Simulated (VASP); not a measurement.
# LiI (relaxed from the rock salt structure, space group Fm-3m): computed properties

Calculation: PBEsol GGA, VASP's PBE PAW potentials (set 64) (plane waves; VASP).

| Property | Result |
|---|---|
| space group | Fm-3m (225) |
| cell | a = b = c = 5.9061 Å, α = β = γ = 90.00° |
| volume per atom | 25.75 Å^3/atom |
| band gap (over mesh and band path) | 4.31 eV |
| smallest direct gap (over mesh and band path) | 4.35 eV |
| band-edge character | indirect, K-Γ at 0.79 to X |
| density | 4.32 g/cm³ |

Space group Fm-3m (No. 225); a = b = c = 5.9061 Å, α = β = γ = 90.00°

```csv
atom,site,symmetry,x,y,z
Li,4a,m-3m,0.0000,0.0000,0.0000
I,4b,m-3m,0.5000,0.5000,0.5000
```
(The calculation used a cell of 2 atoms; values per cell refer to that cell.)

Unless said otherwise, spin-orbit coupling is left out, though it shifts the bands of the heavy elements here.

The structure was generated: LiI was put into the rock salt type (Fm-3m), which need not be its known phase. It was relaxed first, which changed the volume by +7 %. Symmetry was kept, so distortions that lower it aren't found.
